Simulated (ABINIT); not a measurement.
# How the form of the self-energy moves the gap of AlAs (F-43m), part 2 of 2

How much does the gap of AlAs (F-43m) depend on the approximation to the self-energy?

ABINIT 10.8.3; PBE and many-body steps on it, plane waves. Known limits of the many-body steps: not at the basis limit; no spin-orbit coupling; coarse k mesh.

So far. Step 5 (G0W0, Hybertsen-Louie plasmon pole): Against G0W0 in ABINIT (4×4×4 mesh, 148 bands, screening to 190.5 eV, Godby-Needs plasmon pole), the gap moves by +0.194 eV. Step 6 (G0W0, von der Linden-Horsch plasmon pole): Against G0W0 in ABINIT (4×4×4 mesh, 148 bands, screening to 190.5 eV, Godby-Needs plasmon pole), the gap moves by +0.105 eV.

### 7. G0W0, Engel-Farid plasmon pole

Level of this step: G0W0 on PBE, plane waves, norm-conserving pseudopotentials (ABINIT).

Contents of run.abi:

```
acell 3*1.0 Angstrom
rprim 
  0.000000000000 2.830400000000 2.830400000000
  2.830400000000 0.000000000000 2.830400000000
  2.830400000000 2.830400000000 -0.000000000000
ntypat 2
znucl 13 33
natom 2
typat 1 2
xred 
  0.000000000000 0.000000000000 0.000000000000
  0.250000000000 0.250000000000 0.250000000000
pp_dirpath "pseudos"
pseudos "Al.upf, As.upf"
ecut 44
ngkpt 4 4 4
nshiftk 1
shiftk 0 0 0
kptopt 1
chksymbreak 0
istwfk *1
occopt 1
irdwfk 1
optdriver 4
nband 148
gwcalctyp 0
ecutsigx 44
symsigma 1
nkptgw 2
kptgw 
  0.0000000000 0.0000000000 0.0000000000
  0.5000000000 0.5000000000 0.0000000000
bdgw 
  11 17
  12 15
ecuteps 7
irdscr 1
ppmodel 4
indata_prefix "in"
outdata_prefix "out"
tmpdata_prefix "tmp"
```

Command:

```
$ OMP_NUM_THREADS=1 mpirun -n 8 abinit run.abi > log
```

The log of the run:

```text
.Version 10.8.3 of ABINIT. v10.8.2 released Aug 2026.

 Symmetries : space group F-4 3 m (#216); Bravais cF (face-center cubic)
[... echo of the input left out ...]
== DATASET  1 ==================================================================
-   mpi_nproc: 8, omp_nthreads: 1 (-1 if OMP is not activated)

--- !DatasetInfo
iteration_state: {dtset: 1, }
dimensions: {natom: 2, nkpt: 8, mband: 148, nsppol: 1, nspinor: 1, nspden: 1, mpw: 4314, }
cutoff_energies: {ecut:  44.0, pawecutdg:  -1.0, }
[...]
Band     E0 <VxcDFT>   SigX SigC(E0)      Z dSigC/dE  Sig(E)    E-E0       E
[...]
14   5.870  -8.423  -4.736  -3.933   0.807  -0.240  -8.622  -0.199   5.670
       15   6.735  -9.140  -5.244  -4.000   0.803  -0.245  -9.224  -0.084   6.651

== END DATASET(S) ==============================================================
================================================================================

 -outvars: echo values of variables after computation  --------
           etotal      0.0000000000E+00
            nband         148
             nkpt           8
          spgroup         216
 [... the other variables as echoed above ...]

 Calculation completed.
```

It took 12 s on 8 MPI ranks of Arm Neoverse N1, shared host; peak memory 1.5 GiB.

Numbers from this step:

| Quantity | Value |
| --- | --- |
| G0W0 gap on the points computed | 2.08 eV |
| starting gap on the mesh | 1.436 eV |
| k of the valence top | 0, 0, 0 |
| k of the conduction bottom | 0.5, 0.5, 0 |
| least direct G0W0 gap on the computed points | 2.812 eV |

Against G0W0 in ABINIT (4×4×4 mesh, 148 bands, screening to 190.5 eV, Godby-Needs plasmon pole), the gap moves by +0.134 eV.

### 8. One-shot Hartree-Fock

This step: one-shot Hartree-Fock on PBE, plane waves, norm-conserving pseudopotentials.

Changes to run.abi since step 7:

```diff
@@ -24,4 +24,4 @@
 optdriver 4
-nband 148
-gwcalctyp 0
+nband 17
+gwcalctyp 5
 ecutsigx 44
@@ -35,5 +35,4 @@
   12 15
-ecuteps 7
-irdscr 1
-ppmodel 4
+ixc_sigma 40
+fftgw 31
 indata_prefix "in"
```

The log of the run:

```text
.Version 10.8.3 of ABINIT. v10.8.2 released Aug 2026.

 Symmetries : space group F-4 3 m (#216); Bravais cF (face-center cubic)
[... echo of the input left out ...]
== DATASET  1 ==================================================================
-   mpi_nproc: 8, omp_nthreads: 1 (-1 if OMP is not activated)

--- !DatasetInfo
iteration_state: {dtset: 1, }
dimensions: {natom: 2, nkpt: 8, mband: 17, nsppol: 1, nspinor: 1, nspden: 1, mpw: 4314, }
cutoff_energies: {ecut:  44.0, pawecutdg:  -1.0, }
[...]
Band     E0 <VxcDFT>   SigX SigC(E0)      Z dSigC/dE  Sig(E)    E-E0       E
[...]
14   5.870  -8.423  -4.736   0.000   1.000   0.000  -4.736   3.687   9.556
       15   6.735  -9.140  -5.244   0.000   1.000   0.000  -5.244   3.896  10.630

== END DATASET(S) ==============================================================
================================================================================

 -outvars: echo values of variables after computation  --------
           etotal      0.0000000000E+00
            nband          17
             nkpt           8
          spgroup         216
 [... the other variables as echoed above ...]

 Calculation completed.
```

The job ended after 5.3 s (8 MPI ranks; peak memory 0.36 GiB; 41 s of CPU time).

This step gave:

```
quasiparticle gap on the points computed              : 7.062 eV
starting gap on the mesh                              : 1.436 eV
k of the valence top                                  : 0, 0, 0
k of the conduction bottom                            : 0.5, 0.5, 0
least direct quasiparticle gap on the computed points : 8.176 eV
```

Against G0W0 in ABINIT (4×4×4 mesh, 148 bands, screening to 190.5 eV, Godby-Needs plasmon pole), the gap moves by +5.116 eV.

### 9. Screening, 4×4×4 mesh, 148 bands, screening to 190.5 eV

This step: RPA screening on PBE, plane waves, norm-conserving pseudopotentials.

Changes to run.abi since step 8:

```diff
@@ -23,16 +23,13 @@
 irdwfk 1
-optdriver 4
-nband 17
-gwcalctyp 5
-ecutsigx 44
-symsigma 1
-nkptgw 2
-kptgw 
-  0.0000000000 0.0000000000 0.0000000000
-  0.5000000000 0.5000000000 0.0000000000
-bdgw 
-  11 17
-  12 15
-ixc_sigma 40
-fftgw 31
+optdriver 3
+nband 148
+ecuteps 7
+inclvkb 2
+awtr 1
+symchi 1
+gwcalctyp 2
+nfreqre 16
+freqremax 40 eV
+nfreqim 8
+spmeth 0
 indata_prefix "in"
```

The log of the run:

```text
.Version 10.8.3 of ABINIT. v10.8.2 released Aug 2026.

 Symmetries : space group F-4 3 m (#216); Bravais cF (face-center cubic)
[... echo of the input left out ...]
== DATASET  1 ==================================================================
-   mpi_nproc: 8, omp_nthreads: 1 (-1 if OMP is not activated)

--- !DatasetInfo
iteration_state: {dtset: 1, }
dimensions: {natom: 2, nkpt: 8, mband: 148, nsppol: 1, nspinor: 1, nspden: 1, mpw: 4314, }
cutoff_energies: {ecut:  44.0, pawecutdg:  -1.0, }
electrons: {nelect:   2.60000000E+01, charge:   0.00000000E+00, occopt:   1.00000000E+00, tsmear:   1.00000000E-02, }

 SCREENING: Calculation of the susceptibility and dielectric matrices

 Based on a program developped by R.W. Godby, V. Olevano, G. Onida, and L. Reining.
 Incorporated in ABINIT by V. Olevano, G.-M. Rignanese, and M. Torrent.
.Using double precision arithmetic ; gwpc =  8

[... cell and pseudopotentials left out ...]
--------------------------------------------------------------------------------

 ==== K-mesh for the wavefunctions ====
 Number of points in the irreducible wedge :     8
[... list of points left out ...]
 Together with 24 symmetry operations and time-reversal symmetry
 yields    64 points in the full Brillouin Zone.

 ==== Q-mesh for the screening function ====
 Number of points in the irreducible wedge :     8
[... list of points left out ...]
 Together with 24 symmetry operations and time-reversal symmetry
 yields    64 points in the full Brillouin Zone.

 setmesh: FFT mesh size selected  =    32x   32x   32
          total number of points  =        32768

 vcoul_init : cutoff-mode = AUXILIARY_FUNCTION
 q-points for optical limit:   1
     1)      0.000010    0.000020    0.000030

- screening: taking advantage of time-reversal symmetry
- Maximum band index for partially occupied states nbvw = 13
- Remaining bands to be divided among processors   nbcw = 135
- Number of bands treated by each node ~16

 Number of electrons calculated from density =   26.0000; Expected =   26.0000
 average of density, n =  0.084958
 r_s =    1.4111
 omega_plasma =   28.1162 [eV]

 calculating chi0 at frequencies [eV] :
  1    0.000000E+00    0.000000E+00
  2    2.666667E+00    0.000000E+00
  3    5.333333E+00    0.000000E+00
[...]
23    0.000000E+00    7.160717E+01
 24    0.000000E+00    1.008237E+02

--------------------------------------------------------------------------------
  q-point number  1        q = ( 0.000000, 0.000000, 0.000000) [r.l.u.]
--------------------------------------------------------------------------------
[... chi0 elements left out ...]
  [... further frequencies ...]

 No. of calculated frequencies >  15, stop printing
 For q-point:  0.000010 0.000020 0.000030
  dielectric constant =  14.2193
  dielectric constant without local fields =  15.9582

  Average fulfillment of the sum rule on Im[epsilon] for q-point    1 :     49.04  [%]
[... wings left out ...]
  q-point number  2        q = ( 0.250000, 0.000000, 0.000000) [r.l.u.]
--------------------------------------------------------------------------------
[... chi0 elements left out ...]
  [... further frequencies ...]

 No. of calculated frequencies >  15, stop printing
  Average fulfillment of the sum rule on Im[epsilon] for q-point    2 :     54.53  [%]

 [... 6 further q-points ...]
```

Run time: 7.2 min. Hardware: 8 MPI ranks; peak memory 2 GiB; 58 min of CPU time.

Numbers from this step:

| Quantity | Value |
| --- | --- |
| ε∞ with local fields, on this mesh, along the program's q direction | 14.22 |
| the same without local fields | 15.96 |
| plasma frequency | 28.12 eV |
| plane waves in the screening matrix | 283 |

### 10. G0W0, contour deformation

This step: G0W0 on PBE, plane waves, norm-conserving pseudopotentials.

Changes to run.abi since step 9:

```diff
@@ -23,13 +23,16 @@
 irdwfk 1
-optdriver 3
+optdriver 4
 nband 148
+gwcalctyp 2
+ecutsigx 44
+symsigma 1
+nkptgw 2
+kptgw 
+  0.0000000000 0.0000000000 0.0000000000
+  0.5000000000 0.5000000000 0.0000000000
+bdgw 
+  11 17
+  12 15
 ecuteps 7
-inclvkb 2
-awtr 1
-symchi 1
-gwcalctyp 2
-nfreqre 16
-freqremax 40 eV
-nfreqim 8
-spmeth 0
+irdscr 1
 indata_prefix "in"
```

The log of the run:

```text
.Version 10.8.3 of ABINIT. v10.8.2 released Aug 2026.

 Symmetries : space group F-4 3 m (#216); Bravais cF (face-center cubic)
[... echo of the input left out ...]
== DATASET  1 ==================================================================
-   mpi_nproc: 8, omp_nthreads: 1 (-1 if OMP is not activated)

--- !DatasetInfo
iteration_state: {dtset: 1, }
dimensions: {natom: 2, nkpt: 8, mband: 148, nsppol: 1, nspinor: 1, nspden: 1, mpw: 4314, }
cutoff_energies: {ecut:  44.0, pawecutdg:  -1.0, }
[...]
Band     E0 <VxcDFT>   SigX SigC(E0)      Z dSigC/dE  Sig(E)    E-E0       E
[...]
15   6.735  -9.140  -5.244  -3.791   0.785  -0.274  -9.058   0.082   6.817
       15   0.000   0.000   0.000   0.000   0.000   0.000   0.000   0.000   0.000

== END DATASET(S) ==============================================================
================================================================================

 -outvars: echo values of variables after computation  --------
           etotal      0.0000000000E+00
            nband         148
             nkpt           8
          spgroup         216
 [... the other variables as echoed above ...]

 Calculation completed.
```

It took 17 s on 8 MPI ranks; peak memory 2 GiB; 2.2 min of CPU time.

Numbers from this step:

- G0W0 gap on the points computed: 2.007 eV
- starting gap on the mesh: 1.436 eV
- k of the valence top: 0, 0, 0
- k of the conduction bottom: 0.5, 0.5, 0
- least direct G0W0 gap on the computed points: 2.803 eV

Against G0W0 in ABINIT (4×4×4 mesh, 148 bands, screening to 190.5 eV, Godby-Needs plasmon pole), the gap moves by +0.061 eV.

### 11. Screening, 4×4×4 mesh, 148 bands, screening to 190.5 eV

This step: RPA screening on PBE, plane waves, norm-conserving pseudopotentials.

Changes to run.abi since step 10:

```diff
@@ -23,16 +23,11 @@
 irdwfk 1
-optdriver 4
+optdriver 3
 nband 148
-gwcalctyp 2
-ecutsigx 44
-symsigma 1
-nkptgw 2
-kptgw 
-  0.0000000000 0.0000000000 0.0000000000
-  0.5000000000 0.5000000000 0.0000000000
-bdgw 
-  11 17
-  12 15
 ecuteps 7
-irdscr 1
+inclvkb 2
+awtr 1
+symchi 1
+gwcalctyp 1
+nfreqre 0
+nfreqim 16
 indata_prefix "in"
```

The log of the run:

```text
.Version 10.8.3 of ABINIT. v10.8.2 released Aug 2026.

 Symmetries : space group F-4 3 m (#216); Bravais cF (face-center cubic)
[... echo of the input left out ...]
== DATASET  1 ==================================================================
-   mpi_nproc: 8, omp_nthreads: 1 (-1 if OMP is not activated)

--- !DatasetInfo
iteration_state: {dtset: 1, }
dimensions: {natom: 2, nkpt: 8, mband: 148, nsppol: 1, nspinor: 1, nspden: 1, mpw: 4314, }
cutoff_energies: {ecut:  44.0, pawecutdg:  -1.0, }
[...]
No. of calculated frequencies >  15, stop printing
 For q-point:  0.000010 0.000020 0.000030
  dielectric constant =  14.2193
  dielectric constant without local fields =  15.9582

  Average fulfillment of the sum rule on Im[epsilon] for q-point    1 :     49.04  [%]
[... wings left out ...]
  q-point number  2        q = ( 0.250000, 0.000000, 0.000000) [r.l.u.]
--------------------------------------------------------------------------------
[... chi0 elements left out ...]
  [... further frequencies ...]

 No. of calculated frequencies >  15, stop printing
  Average fulfillment of the sum rule on Im[epsilon] for q-point    2 :     54.53  [%]

 [... 6 further q-points ...]
```

It took 5 min on 8 MPI ranks; peak memory 2 GiB; 40 min of CPU time.

This step gave:

```yaml
eps_infinity_with_local_fields_on_this_mesh_along_the_program_s_q_direction: 14.22
the_same_without_local_fields: 15.96
plasma_frequency: 28.12 eV
plane_waves_in_the_screening_matrix: 283
```

### 12. G0W0, analytic continuation

This step: G0W0 on PBE, plane waves, norm-conserving pseudopotentials.

Changes to run.abi since step 11:

```diff
@@ -23,11 +23,18 @@
 irdwfk 1
-optdriver 3
+optdriver 4
 nband 148
+gwcalctyp 1
+ecutsigx 44
+symsigma 1
+nkptgw 2
+kptgw 
+  0.0000000000 0.0000000000 0.0000000000
+  0.5000000000 0.5000000000 0.0000000000
+bdgw 
+  11 17
+  12 15
 ecuteps 7
-inclvkb 2
-awtr 1
-symchi 1
-gwcalctyp 1
-nfreqre 0
-nfreqim 16
+irdscr 1
+nomegasi 12
+omegasimax 25 eV
 indata_prefix "in"
```

The log of the run:

```text
.Version 10.8.3 of ABINIT. v10.8.2 released Aug 2026.

 Symmetries : space group F-4 3 m (#216); Bravais cF (face-center cubic)
[... echo of the input left out ...]
== DATASET  1 ==================================================================
-   mpi_nproc: 8, omp_nthreads: 1 (-1 if OMP is not activated)

--- !DatasetInfo
iteration_state: {dtset: 1, }
dimensions: {natom: 2, nkpt: 8, mband: 148, nsppol: 1, nspinor: 1, nspden: 1, mpw: 4314, }
cutoff_energies: {ecut:  44.0, pawecutdg:  -1.0, }
[...]
Band     E0 <VxcDFT>   SigX SigC(E0)      Z dSigC/dE  Sig(E)    E-E0       E
[...]
15   1.583  -9.140  -5.244  -3.795   0.779  -0.282  -9.063   0.077   1.660
       15   0.000   0.000   0.000   0.045   0.028   0.046   0.038   0.038   0.038

== END DATASET(S) ==============================================================
================================================================================

 -outvars: echo values of variables after computation  --------
           etotal      0.0000000000E+00
            nband         148
             nkpt           8
          spgroup         216
 [... the other variables as echoed above ...]

 Calculation completed.
```

It took 20 s on 8 MPI ranks; peak memory 1.9 GiB.

This step gave:

| Quantity | Value |
| --- | --- |
| G0W0 gap on the points computed | 1.895 eV |
| starting gap on the mesh | 1.436 eV |
| k of the valence top | 0, 0, 0 |
| k of the conduction bottom | 0.5, 0.5, 0 |
| least direct G0W0 gap on the computed points | 2.718 eV |

Against G0W0 in ABINIT (4×4×4 mesh, 148 bands, screening to 190.5 eV, Godby-Needs plasmon pole), the gap moves by −0.051 eV.

### 13. The runs together

Times are wall times on 8 MPI ranks of Arm Neoverse N1, shared host, good to a factor of about two. A run's time includes the screening step that it read.

| run | mesh | bands | screening cutoff (eV) | DFT gap (eV) | gap on the mesh (eV) | direct (eV) | ε∞ used | time |
| --- | --- | --- | --- | --- | --- | --- | --- | --- |
| G0W0, Godby-Needs plasmon pole | 4×4×4 | 148 | 190.5 | 1.436 | 1.946 | 2.788 | 14.22 | 1.7 min |
| G0W0, Hybertsen-Louie plasmon pole | 4×4×4 | 148 | 190.5 | 1.436 | 2.140 | 2.850 | 14.22 | 1.7 min |
| G0W0, von der Linden-Horsch plasmon pole | 4×4×4 | 148 | 190.5 | 1.436 | 2.051 | 2.934 | 14.22 | 94 s |
| G0W0, Engel-Farid plasmon pole | 4×4×4 | 148 | 190.5 | 1.436 | 2.080 | 2.812 | 14.22 | 94 s |
| one-shot Hartree-Fock | 4×4×4 | - | - | 1.436 | 7.062 | 8.176 | - | 5.3 s |
| G0W0, contour deformation | 4×4×4 | 148 | 190.5 | 1.436 | 2.007 | 2.803 | 14.22 | 7.5 min |
| G0W0, analytic continuation | 4×4×4 | 148 | 190.5 | 1.436 | 1.895 | 2.718 | 14.22 | 5.3 min |

### 14. Outcome

* G0W0, Godby-Needs plasmon pole: 1.946 eV
* G0W0, Hybertsen-Louie plasmon pole: 2.140 eV
* G0W0, von der Linden-Horsch plasmon pole: 2.051 eV
* G0W0, Engel-Farid plasmon pole: 2.080 eV
* one-shot Hartree-Fock: 7.062 eV
* G0W0, contour deformation: 2.007 eV
* G0W0, analytic continuation: 1.895 eV
* known limits: not at the basis limit; no spin-orbit coupling; coarse k mesh

**Reading.** G0W0, Hybertsen-Louie plasmon pole: +0.194 eV against G0W0, Godby-Needs plasmon pole. G0W0, von der Linden-Horsch plasmon pole: +0.105 eV against G0W0, Godby-Needs plasmon pole. G0W0, Engel-Farid plasmon pole: +0.134 eV against G0W0, Godby-Needs plasmon pole. One-shot Hartree-Fock: +5.116 eV against G0W0, Godby-Needs plasmon pole. G0W0, contour deformation: +0.061 eV against G0W0, Godby-Needs plasmon pole. G0W0, analytic continuation: −0.051 eV against G0W0, Godby-Needs plasmon pole. Bare exchange alone opens the gap to 7.06 eV; against G0W0, correlation takes back 5.12 eV. Against experiment, by G0W0, Godby-Needs plasmon pole: the direct gap of 2.79 eV lies −0.23 eV from the measured 3.018 eV (direct, 300 K, quoted 2023). An exciton line or allowed optical edge lies below the quasiparticle gap by the binding energy; a forbidden edge can push the onset above it. These are gaps on the mesh, at modest bands and cutoff. The calculation has static nuclei and no excitons; a measured gap holds zero-point and thermal motion, which mostly lowers it. Bands and cutoff are finite, so the gap is not at the basis limit. The miss can reach some tenths of an eV and take either sign; the mesh is an error of its own. In the G0W0 runs levels were corrected at 2 k points alone, so a gap called «on the mesh» is the least over those, and an edge elsewhere would be missed. The 4×4×4 mesh is coarse for this cell, which bears on the long-range parts of exchange and screening. The many-body steps are scalar-relativistic: spin-orbit coupling is not in them.

[Paths, hosts, dates, memory and timing lines, banners, echoed tables and standing remarks are left out of the program output.]

[Logs are printed without paths, hosts, clocks, repeated set-up lines and the standing remarks that a program may print on its own settings, such as how far it seeks lower states.]

[Runs of the session that timed out or met a known fault of the program may be left out.]

[Hosts, paths, dates, database ids (printed as entryN), source tags and the programs' standing remarks are cut or masked in the printed files.]

[G0W0 gaps are taken among the corrected bands and points alone; a level outside them can change the order at an edge.]

[Where Ansatz stands beside ABINIT at settings called matched, ABINIT's density can come from a denser mesh and the files from another edition; pairs whose starting gaps differed by over 0.03 eV were left out, so agreement reads better than it is.]
